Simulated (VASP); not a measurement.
# BN (P6_3mc) in VASP: further runs

One crystal, BN, is run at these levels: PBEsol, r2SCAN; tasks: single point.

Program: VASP 6.6.1. These are calculated values, not measurements. Logs are shortened: lines on timing, memory, paths and dates and some standing lists are left out, and cuts for length are marked.

## Step 1: The crystal as given

It takes space group P6_3mc (No. 186, hexagonal). Conventional cell: a = 2.542 Å, b = 2.542 Å, c = 4.204 Å, α = 90.00°, β = 90.00°, γ = 120.00°. B (site symmetry 3m) is surrounded by 4 N at 1.56 to 1.57 Å. N (site symmetry 3m) has 4 B at 1.56 to 1.57 Å as nearest neighbours.

Measurements of this composition are mostly on another form, of space group No. 194.

## Step 2: Single point, PBEsol

File INCAR:

```
ALGO = Normal ; EDIFF = 1E-6
ENCUT = 900 ; GGA = PS
ISIF = 2 ; ISMEAR = 0
LASPH = T ; LCHARG = T
LELF = T ; LREAL = F
LVHAR = T ; LWAVE = F
NELM = 100 ; PREC = Accurate
SIGMA = 0.02
```

File KPOINTS:

```
k-points
0
Gamma
  12 12 6
```

File POSCAR:

```
BN
1.0
    2.5416900000      0.0000000000      0.0000000000
   -1.2708500000      2.2011700000      0.0000000000
    0.0000000000      0.0000000000      4.2041500000
B N
2 2
Direct
    0.6666700000      0.3333300000      0.9997200000
    0.3333300000      0.6666700000      0.4997200000
    0.6666700000      0.3333300000      0.6252800000
    0.3333300000      0.6666700000      0.1252800000
```

Potentials or basis: VASP PAW PBE potentials, release 64 (B_h, N_h).

The run is started by

```
$ cat potpaw_PBE.64/B_h/POTCAR potpaw_PBE.64/N_h/POTCAR > POTCAR
$ mpirun -np 1 vasp_std > vasp.out
```

OUTCAR:

```text
EDIFF = 1E-6
   ENCUT = 900
   GGA = PS
   ISIF = 2
   ISMEAR = 0
   LASPH = T
   LREAL = F
   NELM = 100
   PREC = Accurate

 ion  position               nearest neighbor table
   1  0.667  0.333  1.000-
   2  0.333  0.667  0.500-
   3  0.667  0.333  0.625-
   4  0.333  0.667  0.125-

  LATTYP: Found a hexagonal cell.
 ALAT       =     2.5416900000
 C/A-ratio  =     1.6540766183

  Lattice vectors:

 A1 = (   2.5416900000,   0.0000000000,   0.0000000000)
 A2 = (  -1.2708500000,   2.2011700000,   0.0000000000)
 A3 = (   0.0000000000,   0.0000000000,   4.2041500000)

Analysis of symmetry for initial positions (statically):
=====================================================================
 Subroutine PRICEL returns:
 Original cell was already a primitive cell.

 Routine SETGRP: Setting up the symmetry group for a
 hexagonal supercell.

 Subroutine GETGRP returns: Found  4 space group operations
 (whereof  2 operations were pure point group operations)
 out of a pool of 24 trial point group operations.

The static configuration has the point symmetry C_1h.
 The point group associated with its full space group is C_2v.

Analysis of symmetry for dynamics (positions and initial velocities):
=====================================================================
 Subroutine PRICEL returns:
 Original cell was already a primitive cell.

 Routine SETGRP: Setting up the symmetry group for a
 hexagonal supercell.

 Subroutine GETGRP returns: Found  4 space group operations
 (whereof  2 operations were pure point group operations)
 out of a pool of 24 trial point group operations.

The dynamic configuration has the point symmetry C_1h.
 The point group associated with its full space group is C_2v.

 Subroutine INISYM returns: Found  4 space group operations
 (whereof  2 operations are pure point group operations),
 and found     1 'primitive' translations

----------------------------------------------------------------------------------------

                                     Primitive cell

  volume of cell :      23.5209

  direct lattice vectors                    reciprocal lattice vectors
     2.541690000  0.000000000  0.000000000     0.393439011  0.227152817  0.000000000
    -1.270850000  2.201170000  0.000000000     0.000000000  0.454303847  0.000000000
     0.000000000  0.000000000  4.204150000     0.000000000  0.000000000  0.237860210

  length of vectors
     2.541690000  2.541694138  4.204150000     0.454304587  0.454303847  0.237860210

  position of ions in fractional coordinates (direct lattice)
     0.666670000  0.333330000  0.999720000
     0.333330000  0.666670000  0.499720000
     0.666670000  0.333330000  0.625280000
     0.333330000  0.666670000  0.125280000

  ion indices of the primitive-cell ions
   primitive index   ion index
                 1           1
                 2           2
                 3           3
                 4           4

----------------------------------------------------------------------------------------

 KPOINTS: k-points

Automatic generation of k-mesh.
 Grid dimensions read from file:
 generate k-points for:   12   12    6

 Generating k-lattice:

  Cartesian coordinates                     Fractional coordinates (reciprocal lattice)
     0.032786584  0.018929401  0.000000000     0.083333333  0.000000000  0.000000000
     0.000000000  0.037858654  0.000000000     0.000000000  0.083333333  0.000000000
     0.000000000  0.000000000  0.039643368     0.000000000  0.000000000  0.166666667

  Length of vectors
     0.037858716  0.037858654  0.039643368

  Shift w.r.t. Gamma in fractional coordinates (k-lattice)
     0.000000000  0.000000000  0.000000000

 Subroutine IBZKPT returns following result:
 ===========================================

 Found    172 irreducible k-points:

 Following reciprocal coordinates:
            Coordinates               Weight
  0.000000  0.000000  0.000000      1.000000
  0.083333  0.000000  0.000000      4.000000
 -0.083333  0.083333  0.000000      2.000000
  0.166667 -0.000000  0.000000      4.000000
 -0.166667  0.166667  0.000000      2.000000
  0.250000  0.000000  0.000000      4.000000
[... 16 lines left out ...]
 -0.083333  0.416667  0.000000      4.000000
 -0.416667  0.333333  0.000000      4.000000
 [... further k-points ...]
   k-points           NKPTS =    172   k-points in BZ     NKDIM =    172   number of bands    NBANDS=     12
   number of dos      NEDOS =    301   number of ions     NIONS =      4
   total plane-waves  NPLWV =  32928
   dimension x,y,z NGX =    28 NGY =   28 NGZ =   42
   dimension x,y,z NGXF=    56 NGYF=   56 NGZF=   84
   ions per type =               2   2
   NGX,Y,Z   is equivalent  to a cutoff of  18.31, 18.31, 16.61 a.u.
   NGXF,Y,Z  is equivalent  to a cutoff of  36.63, 36.63, 33.22 a.u.
 SYSTEM =  unknown system
   PREC   = accura    normal or accurate (medium, high low for compatibility)
   ISTART =      0    job   : 0-new  1-cont  2-samecut
   ICHARG =      2    charge: 1-file 2-atom 10-const
   ISPIN  =      1    spin polarized calculation?
   LNONCOLLINEAR =      F non collinear calculations
   LSORBIT =      F    spin-orbit coupling
   LASPH  =      T    aspherical Exc in radial PAW
   ENCUT  =  900.0 eV  66.15 Ry    8.13 a.u.   6.22  6.22 10.28*2*pi/ulx,y,z
   NELM   =    100;   NELMIN=  2; NELMDL= -5     # of ELM steps
   EDIFF  = 0.1E-05   stopping-criterion for ELM
   LREAL  =      F    real-space projection
   EDIFFG = 0.1E-04   stopping-criterion for IOM
   NSW    =      0    number of steps for IOM
   IBRION =     -1    ionic relax: 0-MD 1-quasi-New 2-CG
   NFREE  =      0    steps in history (QN), initial steepest desc. (CG)
   ISIF   =      2    stress and relaxation
   ISYM   =      2    0-nonsym 1-usesym 2-fastsym
   POTIM  = 0.5000    time-step for ionic-motion
   TEBEG  =    0.0;   TEEND  =   0.0 temperature during run
   PSTRESS=    0.0 pullay stress
   NELECT =      16.0000    total number of electrons
   NUPDOWN=      -1.0000    fix difference up-down
   EMIN   =  10.00;   EMAX   =-10.00  energy-range for DOS
   EFERMI =   0.00;   METHOD = LEGACY
   ISMEAR =     0;   SIGMA  =   0.02  broadening in eV -4-tet -1-fermi 0-gaus
   EFERMI_NEDOS =   21; number of points for ismear=-14 and -15
   IALGO  =     38    algorithm
   IMIX   =      4    mixing-type and parameters
     AMIX     =   0.40;   BMIX     =  1.00
     AMIX_MAG =   1.60;   BMIX_MAG =  1.00
  volume/ion in A,a.u.               =       5.88        39.68
  Fermi-wavevector in a.u.,A,eV,Ry     =   1.439782  2.720793 28.204494  2.072972
  Thomas-Fermi vector in A             =   2.558599
   LORBIT       =      0    0 simple, 1 ext, 2 COOP (PROOUT), +10 PAW based schemes
   GGA     = PS    functional components
   LHFCALC =     F    Hartree Fock is set to
   AEXX    =    0.0000 exact exchange contribution
   IVDW    =     0    specifies the selected vdW correction
   LEPSILON=     F    determine dielectric tensor
   LRPA    =     F    only Hartree local field effects (RPA)
 non-spin polarized calculation
 Gauss-broadening in eV      SIGMA  =   0.02
  energy-cutoff  :      900.00
  volume of cell :       23.52
 maximum number of plane-waves:      1472
 NGX is ok and might be reduce to    28
   NGX = 13   NGY = 13   NGZ = 21

 number of electron      16.0000000 magnetization

 Free energy of the ion-electron system (eV)
  ---------------------------------------------------
  ext. energy  EPLUGINS =         0.00000000
  ---------------------------------------------------
  free energy    TOTEN  =       -36.67416080 eV

  energy without entropy =      -36.67416080  energy(sigma->0) =      -36.67416080

 E-fermi :   9.4613     XC(G=0): -13.1606

 val. band max:        9.2869871914   @ k =   0.0000   0.0000   0.0000
 cond. band min:      14.2378607750   @ k =   0.3333   0.3333   0.0000
 fundamental gap:      4.9508735835
 Fermi energy:         9.4613008258

 k-point     1 :       0.0000    0.0000    0.0000
  band No.  band energies     occupation
      1     -11.1987      2.00000
      2      -6.9731      2.00000
      3      -1.7722      2.00000
      4       7.1402      2.00000
      5       7.1406      2.00000
      6       9.0036      2.00000
      7       9.2866      2.00000
      8       9.2870      2.00000
      9      17.6186      0.00000
     10      17.6191      0.00000
     11      17.8625      0.00000
     12      18.8267      0.00000

 k-point     2 :       0.0833    0.0000    0.0000
  band No.  band energies     occupation
      1     -11.0462      2.00000
      2      -6.8556      2.00000
      3      -1.6210      2.00000
      4       6.4405      2.00000
      5       6.8526      2.00000
      6       8.7075      2.00000
      7       8.8555      2.00000
      8       9.1276      2.00000
      9      17.3549      0.00000
     10      17.9260      0.00000
     11      18.1264      0.00000
     12      19.3137      0.00000

 k-point     3 :      -0.0833    0.0833    0.0000
  band No.  band energies     occupation
      1     -11.0462      2.00000
      2      -6.8556      2.00000
      3      -1.6210      2.00000
      4       6.4408      2.00000
      5       6.8523      2.00000
      6       8.7077      2.00000
      7       8.8556      2.00000
      8       9.1273      2.00000
      9      17.3547      0.00000
     10      17.9263      0.00000
     11      18.1264      0.00000
     12      19.3136      0.00000
[... 286 lines left out ...]
 k-point    23 :      -0.0833    0.4167    0.0000
  band No.  band energies     occupation
      1      -8.2232      2.00000
      2      -5.3744      2.00000
      3       0.3939      2.00000
      4       1.1491      2.00000
      5       2.8241      2.00000
      6       4.1913      2.00000
      7       5.9857      2.00000
      8       6.9906      2.00000
      9      16.5481      0.00000
     10      17.4385      0.00000
     11      19.8524      0.00000
     12      21.3333      0.00000

 k-point    24 :      -0.4167    0.3333    0.0000
  band No.  band energies     occupation
      1      -8.2232      2.00000
      2      -5.3743      2.00000
      3       0.3939      2.00000
      4       1.1491      2.00000
      5       2.8242      2.00000
      6       4.1912      2.00000
      7       5.9858      2.00000
      8       6.9905      2.00000
      9      16.5478      0.00000
     10      17.4385      0.00000
     11      19.8524      0.00000
     12      21.3334      0.00000

 [... further k-points ...]

------------------------ aborting loop because EDIFF is reached ----------------------------------------

  FORCE on cell =-STRESS in cart. coord.  units (eV):
  Direction    XX          YY          ZZ          XY          YZ          ZX
  --------------------------------------------------------------------------------------
  -------------------------------------------------------------------------------------
  Total       -0.0938531     -0.0935337     -0.0831403      0.0002770      0.0000000      0.0000000
  in kB       -6.3930049     -6.3712473     -5.6632797      0.0188665      0.0000000      0.0000000
  external PRESSURE =      -6.1425107 kB  Pullay stress =       0.0000000 kB

 VOLUME and BASIS-vectors are now :
 -----------------------------------------------------------------------------
  energy-cutoff  :      900.00
  volume of cell :       23.52
      direct lattice vectors                 reciprocal lattice vectors
     2.541690000  0.000000000  0.000000000     0.393439011  0.227152817  0.000000000
    -1.270850000  2.201170000  0.000000000     0.000000000  0.454303847  0.000000000
     0.000000000  0.000000000  4.204150000     0.000000000  0.000000000  0.237860210

 POSITION                                       TOTAL-FORCE (eV/Angst)
 -----------------------------------------------------------------------------------
      1.27086      0.73372      4.20297        -0.000526      0.000304      0.002838
     -0.00002      1.46745      2.10090         0.000526     -0.000304      0.002838
      1.27086      0.73372      2.62877        -0.000534      0.000308     -0.002838
     -0.00002      1.46745      0.52670         0.000534     -0.000308     -0.002838
 -----------------------------------------------------------------------------------
    total drift:                                0.000000      0.000000      0.000515

  FREE ENERGIE OF THE ION-ELECTRON SYSTEM (eV)
  ---------------------------------------------------
  free  energy   TOTEN  =       -36.6741608035 eV

  energy  without entropy=      -36.6741608035  energy(sigma->0) =      -36.67416080
```

It took 62 s on 1 thread of AMD EPYC 9R14 (Zen 4), shared host; peak memory 0.21 GiB.

What came out:

| Quantity | Value |
| --- | --- |
| Free energy | -36.6742 eV |
| Pressure | -0.6 GPa |
| Band gap on the k mesh | 4.95 eV, indirect (least direct gap 8.23 eV) |

Forces on the atoms (eV/Å):
```
B   -0.001  0.000  0.003
B    0.001  0.000  0.003
N   -0.001  0.000 -0.003
N    0.001  0.000 -0.003
```

Caveat: the cutoff is under 1.25 times the usual one of these potentials, so pressure, stress and relaxed cells hold a basis-set (Pulay) error; the PAW data sets were made with another functional, which shifts forces and pressure a little.

## Step 3: Single point, r2SCAN

File INCAR:

```
ALGO = Normal ; EDIFF = 1E-6
ENCUT = 520 ; ISIF = 2
ISMEAR = 0 ; LASPH = T
LCHARG = T ; LELF = T
LMIXTAU = T ; LREAL = F
LVHAR = T ; LWAVE = F
METAGGA = R2SCAN ; NELM = 100
PREC = Accurate ; SIGMA = 0.02
```

KPOINTS is that of step 2.

POSCAR is that of step 2.

Potentials or basis: VASP PAW PBE potentials, release 64 (B, N).

The run is started by

```
$ cat potpaw_PBE.64/B/POTCAR potpaw_PBE.64/N/POTCAR > POTCAR
$ mpirun -np 1 vasp_std > vasp.out
```

Run time: 1.9 min. Hardware: 1 thread of AMD EPYC 9R14 (Zen 4), shared host; peak memory 0.14 GiB.

It converged, with:

* Free energy: -38.2654 eV
* Pressure: 2.3 GPa
* Largest force: 0.011 eV/Å
* Band gap on the k mesh: 5.71 eV, indirect (least direct gap 8.99 eV)

Forces on the atoms (eV/Å):
```
B   -0.001  0.000  0.011
B    0.001  0.000  0.011
N    0.000  0.000 -0.011
N    0.000  0.000 -0.011
```

Levels at points of the mesh, in eV from the valence-band top:
| k point | band 6 | band 7 | band 8 | band 9 | band 10 | band 11 |
| --- | --- | --- | --- | --- | --- | --- |
| (0.00, 0.00, 0.00) | -0.28 | 0.00 | 0.00 | 9.08 | 9.08 | 9.33 |
| (0.50, 0.00, 0.00) | -5.21 | -4.56 | -2.20 | 7.31 | 8.61 | 11.38 |
| (0.50, 0.50, 0.00) | -5.21 | -4.56 | -2.20 | 7.31 | 8.61 | 11.38 |
| (0.00, 0.00, 0.50) | -1.23 | -1.23 | -1.23 | 10.27 | 10.27 | 10.70 |
| (0.50, 0.00, 0.50) | -3.93 | -3.74 | -3.74 | 7.21 | 7.21 | 10.74 |
| (0.50, 0.50, 0.50) | -3.93 | -3.74 | -3.74 | 7.21 | 7.21 | 10.74 |

Caveat: the PAW data sets were made with another functional, which shifts forces and pressure a little.
